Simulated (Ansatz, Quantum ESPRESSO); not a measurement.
# honeycomb MgO, layer by layer, part 6 of 7

Aim: screening, gap and ionisation potential of honeycomb MgO against the number of layers.

Quantum ESPRESSO 7.5; plane-wave DFT, PBE, GBRV ultrasoft pseudopotentials; geometry by Ansatz 0.2.0 with PAW datasets.

So far. Step 13 (Electrostatic potential, 2 layers): The slope in the vacuum is 0.100 eV/Å for an applied 0.10 V/Å, as it should be. Step 14 (Bands along a path, 2 layers: no field): Along this path the valence top lies between K and Γ and the conduction bottom at Γ.

### Step 16. Relaxation with Ansatz, 3 layers

Level of this step: plane-wave DFT, PBE-D3(BJ), Ansatz PAW (Ansatz 0.2.0).

System of this step: honeycomb MgO, 3 layers, AA' stacking. The cell holds 6 atoms: 3 O and 3 Mg. Cell: a = 3.300 Å, b = 3.300 Å, c = 23.600 Å, α = 90.0°, β = 90.0°, γ = 120.0°. It derives from MgO. Vacuum lies along c.

File input.yaml:

```yaml
crystal:
  lattice:
    - [3.3, 0.0, 0.0]
    - [-1.65, 2.8578838325, 0.0]
    - [0.0, 0.0, 23.6]
  atoms:
    - { symbol: O, position: [0.6666666667, 0.3333333333, 0.3601694915] }
    - { symbol: Mg, position: [0.3333333333, 0.6666666667, 0.3601694915] }
    - { symbol: O, position: [0.3333333333, 0.6666666667, 0.5] }
    - { symbol: Mg, position: [0.6666666667, 0.3333333333, 0.5] }
    - { symbol: O, position: [0.6666666667, 0.3333333333, 0.6398305085] }
    - { symbol: Mg, position: [0.3333333333, 0.6666666667, 0.6398305085] }
kpoints:
  mp_grid: { grid: [12, 12, 1] }
hamiltonian:
  xc: pbe
  dispersion: d3bj
scf:
  occupations: { method: fermi_dirac, width: 0.05 }
  convergence: { dr2_threshold: 1.0e-08 }
efield:
  axis: 3
  dipole_correction: true
  ramp_position: 0.97
  ramp_width: 0.04
relax:
  f_tol: 0.01
  cell: { fix: [c, alpha, beta] }
output:
  write_potential: true
  write_density: true
  volumetric_format: npy
```

Command:

```
> ansatz run input.yaml --threads 4 --pin off --max-ram 8192MiB --backend cpu --events-out ev --progress --plain --runs-dir out
```

Numbers of over 12 decimals in the logs are rounded to 6 here.

Output:

```text
[...]
Crystal: 6 atoms, lattice volume = 222.572 Å³
Basis set: ecut = 420 eV, 4423 PW (Γ), exchange–correlation on 48×48×320 points (8 copies of the dense FFT grid, shifted against one another)
Bands: 30, of which v1, the nominal top of the filled ones, is band 24 counted from 1 (23 counted from 0)
Symmetry: 6 space group operations
k-points: 19 of 144 (time reversal used)
[...]
SCF iter   1: F=—  HF=-7480.873129 eV  |F-HF|=—  |Δ(HF+E_count)|=         —  Δρ=1.05e-3  dr2=6.89e-3  ethr=1.77e-3  p=0.000 e·Å  D=8.16e-5 V/Å  ΔV_dip=-0.00 eV  dr2_dipole=2.83e-8  V_vac-E_F(+/−)=3.49/3.49 eV  ⟨swp⟩=6.9  Hψ=2776  notcnv=0
[...]
SCF iter   8: F=-7480.873088 eV  HF=-7480.873088 eV  |F-HF|=1.50e-9  |Δ(HF+E_count)|=   7.84e-8  Δρ=1.56e-6  dr2=4.34e-9  ethr=2.08e-11  p=-0.000 e·Å  D=-3.22e-6 V/Å  ΔV_dip=0.00 eV  dr2_dipole=1.30e-12  V_vac-E_F(+/−)=3.90/3.90 eV  ⟨swp⟩=8.1  Hψ=3304  notcnv=0
SCF 1 converged in 8 iterations: F = -7480.873088 eV  dr2 = 4.34e-9
[...]
relax step   1: F+E_penalty+E_count = -7480.87308843 eV  Δ(F+E_penalty+E_count) = +0.000e0 eV  max|allowed force component| = 3.600e-1 eV/Å  Δτ_max = 0.0000 Å  P = -0.479 GPa  Ω = 222.572 Å³  fix = [c, alpha, beta]  reactions: c -1.913 GPa  (8 SCF iters, accepted)
Crystal: 6 atoms, lattice volume = 222.837 Å³
[...]
SCF iter   9: F=-7481.037660 eV  HF=-7481.037660 eV  |F-HF|=2.17e-9  |Δ(HF+E_count)|=   2.19e-8  Δρ=1.16e-6  dr2=1.31e-9  ethr=2.08e-11  p=0.000 e·Å  D=2.49e-6 V/Å  ΔV_dip=-0.00 eV  dr2_dipole=1.83e-13  V_vac-E_F(+/−)=4.08/4.08 eV  ⟨swp⟩=8.4  Hψ=3284  notcnv=0
SCF 2 converged in 9 iterations: F = -7481.037660 eV  dr2 = 1.31e-9
relax step   2: F+E_penalty+E_count = -7481.03766005 eV  Δ(F+E_penalty+E_count) = -1.646e-1 eV  max|allowed force component| = 2.620e-1 eV/Å  Δτ_max = 0.1948 Å  P = -0.491 GPa  Ω = 222.837 Å³  energy of the carried Pulay correction = -2.664e-4 eV  fix = [c, alpha, beta]  reactions: c -2.246 GPa  (9 SCF iters, accepted)
Crystal: 6 atoms, lattice volume = 223.260 Å³
[...]
SCF iter   9: F=-7481.254159 eV  HF=-7481.254159 eV  |F-HF|=2.65e-9  |Δ(HF+E_count)|=   3.44e-8  Δρ=1.26e-6  dr2=2.07e-9  ethr=2.08e-11  p=-0.000 e·Å  D=-6.20e-7 V/Å  ΔV_dip=0.00 eV  dr2_dipole=8.07e-14  V_vac-E_F(+/−)=4.01/4.01 eV  ⟨swp⟩=6.9  Hψ=3537  notcnv=0
SCF 3 converged in 9 iterations: F = -7481.254159 eV  dr2 = 2.07e-9
relax step   3: F+E_penalty+E_count = -7481.25415919 eV  Δ(F+E_penalty+E_count) = -2.165e-1 eV  max|allowed force component| = 3.456e-1 eV/Å  Δτ_max = 0.1955 Å  P = -0.457 GPa  Ω = 223.260 Å³  energy of the carried Pulay correction = -6.915e-4 eV  fix = [c, alpha, beta]  reactions: c -2.572 GPa  (9 SCF iters, accepted)
[... from here on, the SCF cycles and remarks between the steps are left out ...]
relax step   4: F+E_penalty+E_count = -7481.51395882 eV  Δ(F+E_penalty+E_count) = -2.598e-1 eV  max|allowed force component| = 3.913e-1 eV/Å  Δτ_max = 0.1963 Å  P = -0.450 GPa  Ω = 224.280 Å³  energy of the carried Pulay correction = -1.714e-3 eV  fix = [c, alpha, beta]  reactions: c -2.824 GPa  (9 SCF iters, accepted)
relax step   5: F+E_penalty+E_count = -7481.81021466 eV  Δ(F+E_penalty+E_count) = -2.963e-1 eV  max|allowed force component| = 5.595e-1 eV/Å  Δτ_max = 0.2000 Å  P = -0.760 GPa  Ω = 227.635 Å³  energy of the carried Pulay correction = -5.044e-3 eV  fix = [c, alpha, beta]  reactions: c -2.865 GPa  (9 SCF iters, accepted)
relax step   6: F+E_penalty+E_count = -7482.09107381 eV  Δ(F+E_penalty+E_count) = -2.809e-1 eV  max|allowed force component| = 3.795e-1 eV/Å  Δτ_max = 0.1949 Å  P = -0.084 GPa  Ω = 228.010 Å³  energy of the carried Pulay correction = -5.412e-3 eV  fix = [c, alpha, beta]  reactions: c -2.223 GPa  (10 SCF iters, accepted)
relax step   7: F+E_penalty+E_count = -7482.27737528 eV  Δ(F+E_penalty+E_count) = -1.863e-1 eV  max|allowed force component| = 1.077e-1 eV/Å  Δτ_max = 0.1950 Å  P = -0.318 GPa  Ω = 236.098 Å³  energy of the carried Pulay correction = -1.322e-2 eV  fix = [c, alpha, beta]  reactions: c -0.517 GPa  (9 SCF iters, accepted)
relax step   8: F+E_penalty+E_count = -7482.27046886 eV  Δ(F+E_penalty+E_count) = +6.906e-3 eV  max|allowed force component| = 2.085e-1 eV/Å  Δτ_max = 0.0657 Å  P = +0.625 GPa  Ω = 234.486 Å³  energy of the carried Pulay correction = -1.169e-2 eV  fix = [c, alpha, beta]  (9 SCF iters, rejected (line search))
relax step   9: F+E_penalty+E_count = -7482.28154936 eV  Δ(F+E_penalty+E_count) = -4.174e-3 eV  max|allowed force component| = 2.112e-2 eV/Å  Δτ_max = 0.0261 Å  P = -0.030 GPa  Ω = 235.780 Å³  energy of the carried Pulay correction = -1.292e-2 eV  fix = [c, alpha, beta]  reactions: c -0.089 GPa  (9 SCF iters, accepted)
relax step  10: F+E_penalty+E_count = -7482.28154484 eV  Δ(F+E_penalty+E_count) = +4.521e-6 eV  max|allowed force component| = 8.075e-3 eV/Å  Δτ_max = 0.0029 Å  P = -0.023 GPa  Ω = 235.825 Å³  energy of the carried Pulay correction = -1.297e-2 eV  fix = [c, alpha, beta]  reactions: c -0.065 GPa  (6 SCF iters, accepted)
relax step  11: F+E_penalty+E_count = -7482.30014318 eV  Δ(F+E_penalty+E_count) = -1.860e-2 eV  max|allowed force component| = 8.246e-3 eV/Å  Δτ_max = 0.0000 Å  P = +0.100 GPa  Ω = 235.825 Å³  fix = [c, alpha, beta]  reactions: c +0.006 GPa  stress off target by 1.46e-1 GPa on what of the cell is left free  SCF on the basis re-selected at this cell (its energy is not comparable with the rows above)  (7 SCF iters)
relax step  12: F+E_penalty+E_count = -7482.29983155 eV  Δ(F+E_penalty+E_count) = +3.116e-4 eV  max|allowed force component| = 9.828e-4 eV/Å  Δτ_max = 0.0020 Å  P = -0.006 GPa  Ω = 236.494 Å³  energy of the carried Pulay correction = -6.020e-4 eV  fix = [c, alpha, beta]  reactions: c -0.003 GPa  (6 SCF iters, accepted)
[...]
SCF iter   1: F=—  HF=-7482.300032 eV  |F-HF|=—  |Δ(HF+E_count)|=         —  Δρ=2.44e-5  dr2=1.16e-7  ethr=2.96e-7  p=-0.000 e·Å  D=-1.46e-6 V/Å  ΔV_dip=0.00 eV  dr2_dipole=1.57e-13  V_vac-E_F(+/−)=3.74/3.74 eV  ⟨swp⟩=4.1  Hψ=4516  notcnv=0
[...]
eigensolver tolerance schedule: the retry pair's looser diagonalisation over-reported the residual by 1227.83 of it (diagonalisation noise at 0.13 of the residual, at the tolerance the schedule requests for it); recorded, not acted on — ethr = c·dr2/N_el stays at c = 1.0e-1
[...]
SCF iter   2: F=—  HF=-7482.300353 eV  |F-HF|=—  |Δ(HF+E_count)|=   3.21e-4  Δρ=1.30e-5  dr2=8.61e-8  ethr=2.41e-10  p=-0.000 e·Å  D=-1.71e-6 V/Å  ΔV_dip=0.00 eV  dr2_dipole=4.76e-13  V_vac-E_F(+/−)=3.74/3.74 eV  ⟨swp⟩=3.9  Hψ=1587  notcnv=0
[...]
SCF iter   6: F=-7482.300435 eV  HF=-7482.300435 eV  |F-HF|=2.13e-9  |Δ(HF+E_count)|=   6.93e-7  Δρ=1.09e-6  dr2=2.38e-9  ethr=1.04e-12  p=-0.000 e·Å  D=-1.56e-6 V/Å  ΔV_dip=0.00 eV  dr2_dipole=1.86e-13  V_vac-E_F(+/−)=3.74/3.74 eV  ⟨swp⟩=8.4  Hψ=3542  notcnv=0
SCF 13 converged in 6 iterations: F = -7482.300435 eV  dr2 = 2.38e-9
relax step  13: F+E_penalty+E_count = -7482.30043472 eV  Δ(F+E_penalty+E_count) = -6.032e-4 eV  max|allowed force component| = 9.538e-4 eV/Å  Δτ_max = 0.0000 Å  P = -0.004 GPa  Ω = 236.494 Å³  fix = [c, alpha, beta]  reactions: c -0.003 GPa  stress off target by 4.23e-3 GPa on what of the cell is left free  SCF on the basis re-selected at this cell (its energy is not comparable with the rows above)  (6 SCF iters)
[...]
SCF converged after 6 iterations
[...]
Free energy (F): -7482.300435 eV
[...]
Internal energy: -7482.300435 eV  (E = F + TS)
E sigma→0 (E₀):  -7482.300435 eV
Fermi energy:    -0.536204 eV
Dipole field:    D = -0.000001 V/Å  (p = -0.000001 e·Å, saw-weighted, corrected)
Work function:   Φ+ = 3.7382 eV   Φ− = 3.7382 eV
[...]
--- Forces (eV/Å), atoms counted from 1 ---
  atom   1  O     -0.00000000    -0.00000000    -0.00095390
  atom   2  Mg     0.00000000     0.00000000     0.00084839
  atom   3  O      0.00000000     0.00000000    -0.00000969
  atom   4  Mg    -0.00000000    -0.00000000     0.00000529
  atom   5  O     -0.00000000    -0.00000000     0.00095350
  atom   6  Mg     0.00000000     0.00000000    -0.00084402
  max |Σ_I F_I| component: 4.29e-7 eV/Å
--- Stress (GPa, compression-positive) ---
       -0.004231       0.000000      -0.000000
        0.000000      -0.004231      -0.000000
       -0.000000      -0.000000      -0.002569
  P = ⅓ Tr σ = -0.0037 GPa (-0.037 kbar)
--- Band table (eV; the first three rows and the last of 19) ---
  k-point 0: bands = [... 20 lower, -2.9773, -2.8538, -2.8538, -2.6540, 1.1573, 1.9206, 3.0273, 3.5748, ... 2 higher]
  k-point 1: bands = [... 20 lower, -3.0157, -2.9942, -2.8458, -2.5163, 1.4057, 2.0367, 3.1583, 3.6898, ... 2 higher]
  k-point 2: bands = [... 20 lower, -3.0952, -3.0398, -2.8304, -2.4169, 2.0061, 2.3733, 3.5436, 4.0224, ... 2 higher]
  k-point 18: bands = [... 20 lower, -3.4909, -3.0432, -2.9753, -2.4405, 5.6588, 6.1473, 6.1571, 6.2534, ... 2 higher]
--- Relaxed structure (11 steps of the walk, 10 accepted, 2 SCFs on fresh bases) ---
[...]
cell:  # Å, volume = 236.4941 Å³
    - [3.401644, 0, 0]
    - [-1.700822, 2.945910, 0]
    - [0, 0, 23.6]
  atoms:
    - { symbol: O, position: [0.666667, 0.333333, 0.407746] }
    - { symbol: Mg, position: [0.333333, 0.666667, 0.410252] }
    - { symbol: O, position: [0.333333, 0.666667, 0.500000] }
    - { symbol: Mg, position: [0.666667, 0.333333, 0.500000] }
    - { symbol: O, position: [0.666667, 0.333333, 0.592254] }
    - { symbol: Mg, position: [0.333333, 0.666667, 0.589748] }
```

Wall time 32 s (4 threads of Arm Neoverse V2, shared host); peak memory 0.53 GiB.

Relaxation path:

```
step  energy less that of the first step (eV)  largest force component (eV/Å)  pressure (GPa)  volume (Å³)
   1                                   0.0000                          0.3600           -0.48       222.57
   2                                  -0.1646                          0.2620           -0.49       222.84
   3                                  -0.3811                          0.3456           -0.46       223.26
   4                                  -0.6409                          0.3913           -0.45       224.28
   5                                  -0.9371                          0.5595           -0.76       227.64
   6                                  -1.2180                          0.3795           -0.08       228.01
   7                                  -1.4043                          0.1076           -0.32       236.10
   8                                  -1.3974                          0.2085            0.62       234.49
   9                                  -1.4085                          0.0211           -0.03       235.78
  10                                  -1.4085                          0.0081           -0.02       235.82
 11*                                  -1.4271                          0.0082            0.10       235.82
  12                                  -1.4267                          0.0010           -0.01       236.49
 13*                                  -1.4273                          0.0010            0.00       236.49
```

Relaxation steps marked * repeat the geometry before them on a plane-wave basis chosen anew for their cell, so energy and pressure can jump there. Relaxation step 8 was tried and not accepted.

```
cell as run  before  after  change
      a (Å)   3.300  3.402  +3.1 %
      b (Å)   3.300  3.402  +3.1 %
```

The atoms that moved most (Å, along periodic axes as changes of fractional coordinates times the final cell, across vacuum about the mean position):

```
atom     dx     dy      dz  length
 Mg2  0.000  0.000   1.182   1.182
 Mg6  0.000  0.000  -1.182   1.182
  O5  0.000  0.000  -1.123   1.123
  O1  0.000  0.000   1.123   1.123
```

The relaxed structure:

```cif
data_structure
_symmetry_space_group_name_H-M 'P 1'
_symmetry_Int_Tables_number 1
_cell_length_a 3.4016
_cell_length_b 3.4016
_cell_length_c 23.6000
_cell_angle_alpha 90.000
_cell_angle_beta 90.000
_cell_angle_gamma 120.000
_cell_volume 236.49
loop_
_atom_site_label
_atom_site_type_symbol
_atom_site_fract_x
_atom_site_fract_y
_atom_site_fract_z
_atom_site_occupancy
O1 O 0.66667 0.33333 0.40775 1
Mg2 Mg 0.33333 0.66667 0.41025 1
O3 O 0.33333 0.66667 0.50000 1
Mg4 Mg 0.66667 0.33333 0.50000 1
O5 O 0.66667 0.33333 0.59225 1
Mg6 Mg 0.33333 0.66667 0.58975 1
```

This step gave:

* free energy: -7482.3004 eV
* Fermi energy: -0.5362 eV
* gap by band count: 3.565 eV
* dipole along the normal: -1.34e-6 e·Å
* vacuum level at the upper face over a Fermi level inside the gap: 3.738 eV
* vacuum level at the lower face over a Fermi level inside the gap: 3.738 eV

### Step 17. Ground state, 3 layers: no field

Level of this step: plane-wave DFT, PBE, GBRV ultrasoft pseudopotentials (Quantum ESPRESSO 7.5).

File n3.f0.in:

```
&control
  prefix = 'n3.f0'
  outdir = './out'
  pseudo_dir = './pseudo'
  calculation = 'scf'
  tprnfor = .true.
  tefield = .true.
  dipfield = .true.
/
&system
  ibrav = 0
  nat = 6
  ntyp = 2
  ecutwfc = 40
  ecutrho = 200
  occupations = 'smearing'
  smearing = 'fd'
  degauss = 0.004
  edir = 3
  emaxpos = 0.97
  eopreg = 0.04
  eamp = 0.0
  nbnd = 28
/
&electrons
  conv_thr = 1e-09
  mixing_beta = 0.4
  electron_maxstep = 120
  mixing_mode = 'plain'
/
ATOMIC_SPECIES
  O   15.9990  o_pbe_v1.2.uspp.F.UPF
  Mg  24.3050  mg_pbe_v1.4.uspp.F.UPF
CELL_PARAMETERS angstrom
  3.40164386435655 -0.00000000000000 -0.00000000000000
  -1.70082193217828 2.94591000116024 0.00000000000000
  -0.00000000000000 0.00000000000000 23.60000000000000
ATOMIC_POSITIONS crystal
  O   0.666666666667 0.333333333333 0.407746403514
  Mg  0.333333333333 0.666666666667 0.410251655097
  O   0.333333333333 0.666666666667 0.500000016081
  Mg  0.666666666667 0.333333333333 0.499999997167
  O   0.666666666667 0.333333333333 0.592253582348
  Mg  0.333333333333 0.666666666667 0.589748345793
K_POINTS automatic
  12 12 1 0 0 0
```

Command:

```
> OMP_NUM_THREADS=1 mpirun -n 4 pw.x -nk 4 -in n3.f0.in > n3.f0.out
```

Output:

```text
[banner, memory and clock lines left out]
Program PWSCF v.7.5 starts
[...]
number of electrons       =        48.00
     number of Kohn-Sham states=           28
     kinetic-energy cutoff     =      40.0000  Ry
     charge density cutoff     =     200.0000  Ry
[...]
number of k points=    74  Fermi-Dirac smearing, width (Ry)=  0.0040
[...]
Dense  grid:    76407 G-vectors     FFT dimensions: (  30,  30, 216)
[...]
negative rho (up, down):  8.979E-04 0.000E+00
[...]
Starting wfcs are   27 randomized atomic wfcs +    1 random wfcs
[...]
negative rho (up, down):  6.385E-04 0.000E+00
[...]
estimated scf accuracy    <       1.53466541 Ry
[...]
negative rho (up, down):  4.770E-04 0.000E+00
[...]
estimated scf accuracy    <       0.13019845 Ry
[...]
negative rho (up, down):  4.548E-04 0.000E+00
[...]
estimated scf accuracy    <       0.02632649 Ry
[...]
negative rho (up, down):  4.137E-04 0.000E+00
[...]
estimated scf accuracy    <       0.00293488 Ry
[...]
negative rho (up, down):  3.857E-04 0.000E+00
[...]
estimated scf accuracy    <       0.00034899 Ry
[...]
negative rho (up, down):  3.653E-04 0.000E+00
[...]
estimated scf accuracy    <       0.00008908 Ry
[...]
negative rho (up, down):  3.565E-04 0.000E+00
[...]
estimated scf accuracy    <       0.00001164 Ry
[...]
negative rho (up, down):  3.515E-04 0.000E+00
[...]
estimated scf accuracy    <       0.00000282 Ry
[...]
negative rho (up, down):  3.491E-04 0.000E+00
[...]
estimated scf accuracy    <       0.00000019 Ry
[...]
negative rho (up, down):  3.479E-04 0.000E+00
[...]
Total length         42.8136 bohr
[...]
estimated scf accuracy    <       0.00000004 Ry
[...]
negative rho (up, down):  3.465E-04 0.000E+00
[...]
Computed dipole along edir(3) :
        Dipole               -0.0000 Ry au,         -0.0000 Debye
        Dipole field         -0.0000 Ry au,
        Potential amp.        0.0000 Ry
        Total length         42.8136 bohr
[...]
the Fermi energy is    -0.9521 ev
!    total energy              =    -473.53466156 Ry
     estimated scf accuracy    <          5.7E-10 Ry
     smearing contrib. (-TS)   =      -0.00000000 Ry
     internal energy E=F+TS    =    -473.53466156 Ry
[...]
one-electron contribution =   -3591.65401297 Ry
     hartree contribution      =    1792.75968710 Ry
     xc contribution           =     -73.27749904 Ry
     ewald contribution        =    1398.63716336 Ry
     electric field correction =       0.00000000 Ry
     convergence has been achieved in  11 iterations
     negative rho (up, down):  3.465E-04 0.000E+00
[...]
Total force =     0.006032     Total SCF correction =     0.000088
[...]
```

It took 59 s on 4 MPI ranks; peak memory 0.83 GiB.

This step gave:

```
free energy                          : -6442.7673 eV
Fermi energy                         : -0.9521 eV
dipole along the normal              : 0 e·Å
valence top, on the run's zero       : -2.488 eV
conduction bottom, on the run's zero : 1.085 eV
gap by band count                    : 3.573 eV
```

### Step 18. Electrostatic potential, 3 layers

File n3.f0.pot.in:

```
&inputpp
  prefix = 'n3.f0'
  outdir = './out'
  filplot = 'n3.f0.pot.dat'
  plot_num = 11
/
```

Command:

```
> OMP_NUM_THREADS=1 mpirun -n 4 pp.x -in n3.f0.pot.in > n3.f0.pot.out
```

Wall time 0.91 s (4 MPI ranks); peak memory 0.11 GiB.

This step gave:

| Property | Result |
| --- | --- |
| slope of the potential above | 1.34e-5 eV/Å |
| upper vacuum line continued to the top atoms, over the valence top | 5.617 eV |
| slope of the potential below | -9.65e-6 eV/Å |
| lower vacuum line continued to the bottom atoms, over the valence top | 5.617 eV |
| vacuum level at the upper face over the valence top of the mesh | 5.617 eV |
| vacuum level at the lower face over the valence top of the mesh | 5.617 eV |

### Step 19. Self-consistent run, 3 layers: field 0.1 V/Å

n3.f1.in, as its differences from the input of step 17:

```diff
@@ -1,3 +1,3 @@
 &control
-  prefix = 'n3.f0'
+  prefix = 'n3.f1'
   outdir = './out'
@@ -21,3 +21,3 @@
   eopreg = 0.04
-  eamp = 0.0
+  eamp = 0.00194469
   nbnd = 28
@@ -29,2 +29,3 @@
   mixing_mode = 'plain'
+  startingpot = 'file'
 /
```

Command:

```
> cp -r out/n3.f0.save out/n3.f1.save
> OMP_NUM_THREADS=1 mpirun -n 4 pw.x -nk 4 -in n3.f1.in > n3.f1.out
```

Output:

```text
[banner, memory and clock lines left out]
Program PWSCF v.7.5 starts
[...]
number of electrons       =        48.00
     number of Kohn-Sham states=           28
     kinetic-energy cutoff     =      40.0000  Ry
     charge density cutoff     =     200.0000  Ry
[...]
number of k points=    74  Fermi-Dirac smearing, width (Ry)=  0.0040
[...]
Dense  grid:    76407 G-vectors     FFT dimensions: (  30,  30, 216)
[...]
The initial density is read from file :
[...]
negative rho (up, down):  3.465E-04 0.000E+00
[...]
Starting wfcs are   27 randomized atomic wfcs +    1 random wfcs
[...]
negative rho (up, down):  3.461E-04 0.000E+00
[...]
estimated scf accuracy    <       0.00064865 Ry
[...]
negative rho (up, down):  3.462E-04 0.000E+00
[...]
estimated scf accuracy    <       0.00003339 Ry
[...]
negative rho (up, down):  3.462E-04 0.000E+00
[...]
estimated scf accuracy    <       0.00000053 Ry
[...]
negative rho (up, down):  3.462E-04 0.000E+00
[...]
estimated scf accuracy    <       0.00000009 Ry
[...]
negative rho (up, down):  3.463E-04 0.000E+00
[...]
estimated scf accuracy    <          8.2E-09 Ry
[...]
negative rho (up, down):  3.463E-04 0.000E+00
[...]
estimated scf accuracy    <          1.4E-09 Ry
[...]
negative rho (up, down):  3.463E-04 0.000E+00
[...]
Computed dipole along edir(3) :
        Dipole                0.0546 Ry au,          0.1388 Debye
        Dipole field          0.0004 Ry au,
        E field amplitude [Ha a.u.]:  1.9447E-03
        Potential amp.        0.1297 Ry
        Total length         42.8136 bohr
[...]
the Fermi energy is    -0.9052 ev
!    total energy              =    -473.53476776 Ry
     estimated scf accuracy    <          9.3E-11 Ry
     smearing contrib. (-TS)   =      -0.00000000 Ry
     internal energy E=F+TS    =    -473.53476776 Ry
[...]
one-electron contribution =   -3591.65165056 Ry
     hartree contribution      =    1792.75738129 Ry
     xc contribution           =     -73.27747297 Ry
     ewald contribution        =    1398.63716336 Ry
     electric field correction =      -0.00018888 Ry
     convergence has been achieved in   7 iterations
     negative rho (up, down):  3.463E-04 0.000E+00
[...]
Total force =     0.008330     Total SCF correction =     0.000040
[...]
```

The job ended after 45 s (4 MPI ranks; peak memory 0.7 GiB; 3 min of CPU time).

This step gave:

* free energy: -6442.7687 eV
* Fermi energy: -0.9052 eV
* dipole along the normal: 0.02890 e·Å
* valence top, on the run's zero: -2.466 eV
* conduction bottom, on the run's zero: 1.081 eV
* gap by band count: 3.547 eV

(Part 6 of 7 ends here.)

[Logs are printed without paths, hosts, clocks, repeated set-up lines and the standing remarks that a program may print on its own settings, such as how far it seeks lower states.]

[Hosts, paths, dates, database ids (printed as entryN), source tags and the programs' standing remarks are cut or masked in the printed files.]

[Maps of the electrostatic potential energy from Ansatz leave out the sawtooth potential of an applied field or a dipole correction, so their vacuum need not be flat; planar profiles and work functions include it.]
